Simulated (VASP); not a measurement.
# RbBr (Fm-3m) in VASP: a series of runs

Runs on RbBr. Level: PBE. Tasks: phonons, dielectric tensor.

Everything below comes from runs of VASP 6.6.1. Logs are shortened: lines on timing, memory, paths and dates and some standing lists are left out, and cuts for length are marked.

## Step 1: The crystal as given

The structure is cubic, space group Fm-3m (No. 225). The conventional cell has a = 7.025 Å, b = 7.025 Å, c = 7.025 Å, α = 90.00°, β = 90.00°, γ = 90.00°. Around Rb (site symmetry m-3m) lie 6 Br at 3.51 Å. Around Br (site symmetry m-3m) lie 6 Rb at 3.51 Å.

## Step 2: Phonons, PBE

POSCAR reads:

```
RbBr
1.0
    0.0000000000      3.5125475909      3.5125475909
    3.5125475909      0.0000000000      3.5125475909
    3.5125475909      3.5125475909      0.0000000000
  Rb              Br
     1     1
Direct
     0.0000000000000000    1.0000000000000000    1.0000000000000000
     0.5000000000000000    0.5000000000000000    0.5000000000000000
```

INCAR.step1 reads:

```
SYSTEM = RbBr
PREC = Accurate
ENCUT = 600
EDIFF = 1E-8
ISMEAR = 0
SIGMA = 0.03
LREAL = .FALSE.
LASPH = .TRUE.
NELM = 80
ALGO = Fast
ISIF = 3
LWAVE = .FALSE.
LCHARG = .FALSE.
GGA = PE
IBRION = 2
NSW = 40
EDIFFG = -0.002
```

INCAR.step2 reads:

```
SYSTEM = RbBr
PREC = Accurate
ENCUT = 600
EDIFF = 1E-8
ISMEAR = 0
SIGMA = 0.03
LREAL = .FALSE.
LASPH = .TRUE.
NELM = 80
ALGO = Fast
ISIF = 2
LWAVE = .FALSE.
LCHARG = .FALSE.
GGA = PE
IBRION = 6
NFREE = 2
POTIM = 0.015
NSW = 1
```

KPOINTS reads:

```
regular mesh
0
G
  8 8 8
  0 0 0
```

Potentials or basis: VASP PAW PBE potentials, release 64 (Rb_sv, Br).

Started as:

```bash
> cat potpaw_PBE.64/Rb_sv/POTCAR potpaw_PBE.64/Br/POTCAR > POTCAR
> cp INCAR.step1 INCAR
> mpirun -np 1 vasp_std > vasp.out
> cp CONTCAR POSCAR
> cp INCAR.step2 INCAR
> mpirun -np 1 vasp_std > vasp.out
```

OUTCAR:

```text
SYSTEM = RbBr
   PREC = Accurate
   ENCUT = 600
   EDIFF = 1E-8
   ISMEAR = 0
   LREAL = .FALSE.
   LASPH = .TRUE.
   NELM = 80
   ISIF = 2
   GGA = PE
   IBRION = 6
   NFREE = 2
   POTIM = 0.015
   NSW = 1

 ion  position               nearest neighbor table
   1  0.000  0.000  0.000-   2 3.51   2 3.51   2 3.51   2 3.51   2 3.51   2 3.51
   2  0.500  0.500  0.500-   1 3.51   1 3.51   1 3.51   1 3.51   1 3.51   1 3.51

  LATTYP: Found a face centered cubic cell.
 ALAT       =     7.0223892185

  Lattice vectors:

 A1 = (   0.0000000000,   3.5111946093,   3.5111946093)
 A2 = (   3.5111946093,   0.0000000000,   3.5111946093)
 A3 = (   3.5111946093,   3.5111946093,   0.0000000000)

Analysis of symmetry for initial positions (statically):
=====================================================================
 Subroutine PRICEL returns:
 Original cell was already a primitive cell.

 Routine SETGRP: Setting up the symmetry group for a
 face centered cubic supercell.

 Subroutine GETGRP returns: Found 48 space group operations
 (whereof 48 operations were pure point group operations)
 out of a pool of 48 trial point group operations.

The static configuration has the point symmetry O_h .

Analysis of symmetry for dynamics (positions and initial velocities):
=====================================================================
 Subroutine PRICEL returns:
 Original cell was already a primitive cell.

 Routine SETGRP: Setting up the symmetry group for a
 face centered cubic supercell.

 Subroutine GETGRP returns: Found 48 space group operations
 (whereof 48 operations were pure point group operations)
 out of a pool of 48 trial point group operations.

The dynamic configuration has the point symmetry O_h .

 Subroutine INISYM returns: Found 48 space group operations
 (whereof 48 operations are pure point group operations),
 and found     1 'primitive' translations

----------------------------------------------------------------------------------------

                                     Primitive cell

  volume of cell :      86.5754

  direct lattice vectors                    reciprocal lattice vectors
     0.000000000  3.511194609  3.511194609    -0.142401677  0.142401677  0.142401677
     3.511194609  0.000000000  3.511194609     0.142401677 -0.142401677  0.142401677
     3.511194609  3.511194609  0.000000000     0.142401677  0.142401677 -0.142401677

  length of vectors
     4.965579037  4.965579037  4.965579037     0.246646939  0.246646939  0.246646939

  position of ions in fractional coordinates (direct lattice)
     0.000000000  0.000000000  0.000000000
     0.500000000  0.500000000  0.500000000

  ion indices of the primitive-cell ions
   primitive index   ion index
                 1           1
                 2           2

----------------------------------------------------------------------------------------

 KPOINTS: regular mesh

Automatic generation of k-mesh.
 Grid dimensions read from file:
 generate k-points for:    8    8    8

 Generating k-lattice:

  Cartesian coordinates                     Fractional coordinates (reciprocal lattice)
    -0.017800210  0.017800210  0.017800210     0.125000000  0.000000000  0.000000000
     0.017800210 -0.017800210  0.017800210     0.000000000  0.125000000  0.000000000
     0.017800210  0.017800210 -0.017800210     0.000000000  0.000000000  0.125000000

  Length of vectors
     0.030830867  0.030830867  0.030830867

  Shift w.r.t. Gamma in fractional coordinates (k-lattice)
     0.000000000  0.000000000  0.000000000

 Subroutine IBZKPT returns following result:
 ===========================================

 Found     29 irreducible k-points:

 Following reciprocal coordinates:
            Coordinates               Weight
  0.000000  0.000000  0.000000      1.000000
  0.125000  0.000000  0.000000      8.000000
  0.250000  0.000000  0.000000      8.000000
  0.375000  0.000000  0.000000      8.000000
  0.500000  0.000000  0.000000      4.000000
  0.125000  0.125000  0.000000      6.000000
[... 16 lines left out ...]
  0.500000  0.250000  0.125000     48.000000
 -0.375000  0.250000  0.125000     24.000000
 [... further k-points ...]
   k-points           NKPTS =     29   k-points in BZ     NKDIM =     29   number of bands    NBANDS=     12
   number of dos      NEDOS =    301   number of ions     NIONS =      2
   total plane-waves  NPLWV =  64000
   dimension x,y,z NGX =    40 NGY =   40 NGZ =   40
   dimension x,y,z NGXF=    80 NGYF=   80 NGZF=   80
   ions per type =               1   1
   NGX,Y,Z   is equivalent  to a cutoff of  13.39, 13.39, 13.39 a.u.
   NGXF,Y,Z  is equivalent  to a cutoff of  26.78, 26.78, 26.78 a.u.
 SYSTEM =  RbBr
   PREC   = accura    normal or accurate (medium, high low for compatibility)
   ISTART =      0    job   : 0-new  1-cont  2-samecut
   ICHARG =      2    charge: 1-file 2-atom 10-const
   ISPIN  =      1    spin polarized calculation?
   LNONCOLLINEAR =      F non collinear calculations
   LSORBIT =      F    spin-orbit coupling
   LASPH  =      T    aspherical Exc in radial PAW
   ENCUT  =  600.0 eV  44.10 Ry    6.64 a.u.   9.92  9.92  9.92*2*pi/ulx,y,z
   NELM   =     80;   NELMIN=  2; NELMDL=  0     # of ELM steps
   EDIFF  = 0.1E-07   stopping-criterion for ELM
   LREAL  =      F    real-space projection
   EDIFFG = 0.1E-06   stopping-criterion for IOM
   NSW    =     61    number of steps for IOM
   IBRION =      6    ionic relax: 0-MD 1-quasi-New 2-CG
   NFREE  =      2    steps in history (QN), initial steepest desc. (CG)
   ISIF   =      2    stress and relaxation
   ISYM   =      2    0-nonsym 1-usesym 2-fastsym
   POTIM  = 0.0150    time-step for ionic-motion
   TEBEG  =    0.0;   TEEND  =   0.0 temperature during run
   PSTRESS=    0.0 pullay stress
   NELECT =      16.0000    total number of electrons
   NUPDOWN=      -1.0000    fix difference up-down
   EMIN   =  10.00;   EMAX   =-10.00  energy-range for DOS
   EFERMI =   0.00;   METHOD = LEGACY
   ISMEAR =     0;   SIGMA  =   0.03  broadening in eV -4-tet -1-fermi 0-gaus
   EFERMI_NEDOS =   21; number of points for ismear=-14 and -15
   IALGO  =     68    algorithm
   IMIX   =      4    mixing-type and parameters
     AMIX     =   0.40;   BMIX     =  1.00
     AMIX_MAG =   1.60;   BMIX_MAG =  1.00
  volume/ion in A,a.u.               =      43.29       292.12
  Fermi-wavevector in a.u.,A,eV,Ry     =   0.932502  1.762174 11.831090  0.869561
  Thomas-Fermi vector in A             =   2.059107
   LORBIT       =      0    0 simple, 1 ext, 2 COOP (PROOUT), +10 PAW based schemes
   GGA     = PE    functional components
   LHFCALC =     F    Hartree Fock is set to
   AEXX    =    0.0000 exact exchange contribution
   IVDW    =     0    specifies the selected vdW correction
   LEPSILON=     F    determine dielectric tensor
   LRPA    =     F    only Hartree local field effects (RPA)
 finite differences with symmetry
 non-spin polarized calculation
 RMM-DIIS sequential band-by-band and
 Gauss-broadening in eV      SIGMA  =   0.03
  energy-cutoff  :      600.00
  volume of cell :       86.58
 maximum number of plane-waves:      2909
   NGX = 19   NGY = 19   NGZ = 19

--------------------------------------- Ionic step        1  -------------------------------------------

 number of electron      15.9999999 magnetization

 Free energy of the ion-electron system (eV)
  ---------------------------------------------------
  ext. energy  EPLUGINS =         0.00000000
  ---------------------------------------------------
  free energy    TOTEN  =        -6.11548288 eV

  energy without entropy =       -6.11548288  energy(sigma->0) =       -6.11548288

------------------------ aborting loop because EDIFF is reached ----------------------------------------

  FORCE on cell =-STRESS in cart. coord.  units (eV):
  Direction    XX          YY          ZZ          XY          YZ          ZX
  --------------------------------------------------------------------------------------
  -------------------------------------------------------------------------------------
  Total       -0.0009206     -0.0009206     -0.0009206      0.0000000      0.0000000     -0.0000000
  in kB       -0.0170376     -0.0170376     -0.0170376      0.0000000      0.0000000     -0.0000000
  external PRESSURE =      -0.0170376 kB  Pullay stress =       0.0000000 kB
[... 129 lines left out ...]
  energy  without entropy=       -6.1153843907  energy(sigma->0) =       -6.11538439

--------------------------------------- Ionic step        5  -------------------------------------------

 number of electron      15.9999999 magnetization

 Free energy of the ion-electron system (eV)
  ---------------------------------------------------
  ext. energy  EPLUGINS =         0.00000000
  ---------------------------------------------------
  free energy    TOTEN  =        -6.11538439 eV

  energy without entropy =       -6.11538439  energy(sigma->0) =       -6.11538439

 E-fermi :  -1.8848     XC(G=0):  -6.9498

 val. band max:       -2.0128303307   @ k =   0.0000   0.0000   0.0000
 cond. band min:       2.1713908324   @ k =   0.0000   0.0000   0.0000
 fundamental gap:      4.1842211631
 Fermi energy:        -1.8848428406

 k-point     1 :       0.0000    0.0000    0.0000
  band No.  band energies     occupation
      1     -26.5859      2.00000
      2     -14.1263      2.00000
      3     -10.6567      2.00000
      4     -10.6567      2.00000
      5     -10.6567      2.00000
      6      -2.0128      2.00000
      7      -2.0128      2.00000
      8      -2.0128      2.00000
      9       2.1714      0.00000
     10       5.2379      0.00000
     11       5.2380      0.00000
     12       5.2380      0.00000
[... 331 lines left out ...]
 k-point    24 :      -0.3750    0.2500    0.1250
  band No.  band energies     occupation
      1     -26.5787      2.00000
      2     -14.1284      2.00000
      3     -10.7080      2.00000
      4     -10.6980      2.00000
      5     -10.6454      2.00000
      6      -2.6921      2.00000
      7      -2.3255      2.00000
      8      -2.2965      2.00000
      9       4.8116      0.00000
     10       5.2374      0.00000
     11       6.5419      0.00000
     12       6.7213      0.00000

 [... further k-points ...]

------------------------ aborting loop because EDIFF is reached ----------------------------------------

  FORCE on cell =-STRESS in cart. coord.  units (eV):
  Direction    XX          YY          ZZ          XY          YZ          ZX
  --------------------------------------------------------------------------------------
  -------------------------------------------------------------------------------------
  Total        0.0005600     -0.0010920     -0.0010920     -0.0000000      0.0000000     -0.0000000
  in kB        0.0103638     -0.0202084     -0.0202084     -0.0000000      0.0000000     -0.0000000
  external PRESSURE =      -0.0100176 kB  Pullay stress =       0.0000000 kB
[... 17 lines left out ...]
  FREE ENERGIE OF THE ION-ELECTRON SYSTEM (eV)
  ---------------------------------------------------
  free  energy   TOTEN  =        -6.1153843931 eV

  energy  without entropy=       -6.1153843931  energy(sigma->0) =       -6.11538439

 INTERNAL STRAIN TENSORS FROM DISPLACED ATOMS
 ============================================

 INTERNAL STRAIN TENSOR FOR ION    1 for displacements in x,y,z  (eV/Angst):
          X           Y           Z          XY          YZ          ZX
  --------------------------------------------------------------------------------
  x     0.00000     0.00000     0.00000     0.00000     0.00000     0.00000
  y     0.00000     0.00000     0.00000     0.00000     0.00000     0.00000
  z     0.00000     0.00000     0.00000     0.00000     0.00000     0.00000

 INTERNAL STRAIN TENSOR FOR ION    2 for displacements in x,y,z  (eV/Angst):
          X           Y           Z          XY          YZ          ZX
  --------------------------------------------------------------------------------
  x     0.00000     0.00000     0.00000     0.00000     0.00000     0.00000
  y     0.00000     0.00000     0.00000     0.00000     0.00000     0.00000
  z     0.00000     0.00000     0.00000     0.00000     0.00000     0.00000

 Eigenvectors and eigenvalues of the dynamical matrix
 ----------------------------------------------------

   1 f  =    2.276225 THz    14.301943 2PiTHz   75.926692 cm-1     9.413706 meV
             X         Y         Z           dx          dy          dz
      0.000000  0.000000  0.000000     0.045066   -0.184398   -0.665813
      3.511195  3.511195  3.511195    -0.046968    0.192182    0.693917

   2 f  =    2.276225 THz    14.301943 2PiTHz   75.926692 cm-1     9.413706 meV
             X         Y         Z           dx          dy          dz
      0.000000  0.000000  0.000000     0.676961   -0.121453    0.079457
      3.511195  3.511195  3.511195    -0.705535    0.126579   -0.082811
[... 11 lines left out ...]
   5 f/i=    0.008741 THz     0.054920 2PiTHz    0.291563 cm-1     0.036149 meV
             X         Y         Z           dx          dy          dz
      0.000000  0.000000  0.000000    -0.435014    0.000007    0.575694
      3.511195  3.511195  3.511195    -0.417395    0.000006    0.552378

   6 f/i=    0.008741 THz     0.054920 2PiTHz    0.291563 cm-1     0.036149 meV
             X         Y         Z           dx          dy          dz
      0.000000  0.000000  0.000000     0.195239    0.678807    0.147522
      3.511195  3.511195  3.511195     0.187332    0.651315    0.141547

 ELASTIC MODULI CONTR FROM IONIC RELAXATION (kBar)
 Direction    XX          YY          ZZ          XY          YZ          ZX
 --------------------------------------------------------------------------------
 XX           0.0000      0.0000      0.0000      0.0000      0.0000      0.0000
 YY           0.0000      0.0000      0.0000      0.0000      0.0000      0.0000
 ZZ           0.0000      0.0000      0.0000      0.0000      0.0000      0.0000
 XY           0.0000      0.0000      0.0000      0.0000      0.0000      0.0000
 YZ           0.0000      0.0000      0.0000      0.0000      0.0000      0.0000
 ZX           0.0000      0.0000      0.0000      0.0000      0.0000      0.0000
 --------------------------------------------------------------------------------
```

It took 4 min on 1 thread of Intel Xeon 6975P-C (Granite Rapids), shared host; peak memory 0.33 GiB.

Results:

| Property | Result |
| --- | --- |
| Relaxed volume | 43.29 Å³/atom |
| Relaxed cell | a = 4.966 Å, b = 4.966 Å, c = 4.966 Å, α = 60.00°, β = 60.00°, γ = 60.00° |
| Space group after relaxing (to 0.05 Å) | Fm-3m (No. 225) |
| Highest phonon frequency at Γ, LO-TO splitting left out | 76 cm⁻¹ |

Final structure:
```cif
data_structure
_symmetry_space_group_name_H-M 'P 1'
_symmetry_Int_Tables_number 1
_cell_length_a 4.9656
_cell_length_b 4.9656
_cell_length_c 4.9656
_cell_angle_alpha 60.000
_cell_angle_beta 60.000
_cell_angle_gamma 60.000
_cell_volume 86.58
loop_
_atom_site_label
_atom_site_type_symbol
_atom_site_fract_x
_atom_site_fract_y
_atom_site_fract_z
_atom_site_occupancy
Rb1 Rb 0.00000 0.00000 0.00000 1
Br1 Br 0.50000 0.50000 0.50000 1
```

Phonon frequencies in cm⁻¹ (negative: imaginary):
| q point | frequencies |
| --- | --- |
| (0.000, 0.000, 0.000) | 0 0 0 76 76 76 |

(Continued in part 2 of 2.)
